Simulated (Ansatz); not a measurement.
Here is an Ansatz 0.2.0 calculation.

input.yaml

```yaml
crystal:
  lattice:
    - [0.0, 2.702, 2.702]
    - [2.702, 0.0, 2.702]
    - [2.702, 2.702, 0.0]
  atoms:
    - { symbol: Zn, position: [0.75, 0.75, 0.75] }
    - { symbol: S, position: [0.0, 0.0, 0.0] }
kpoints:
  mp_grid: { grid: [9, 9, 9] }
scf:
  occupations: { method: gaussian, width: 0.022 }
hamiltonian:
  xc: pbe
  pseudopotentials: { kind: all_electron, lapw: { basis_error: 0.001 } }
output:
  forces: true
  stress: true
  eigenvalues: true
```

Potentials or basis: all-electron LAPW, scalar-relativistic.

Launch:

```bash
$ ansatz run input.yaml --threads 1 --pin off --max-ram 3072MiB --backend cpu --events-out ev --progress --plain --runs-dir out
```

Question: Predict the band gap on the k mesh.

Answer: 2.11 eV, direct.

Question: Predict the pressure.

Answer: 1.6 GPa.

**Experimental background.**

From “Electronic, vibrational, and thermodynamic properties of ZnS (zincblende and rocksalt structure)”, 2009, arxiv:0911.5022, for a bulk crystal of ZnS at 19 K: band gap 3.85 eV (direct).

Against the measured gap of ZnS, 3.85 eV (direct; 19 K; quoted in “Electronic, vibrational, and thermodynamic properties of ZnS (zincblende and rocksalt structure)”, 2009, arxiv:0911.5022), the calculated 2.11 eV is off by -1.74 eV. The value is that of PBE, without temperature or zero-point motion. Semilocal functionals fall short of measured gaps as a rule.
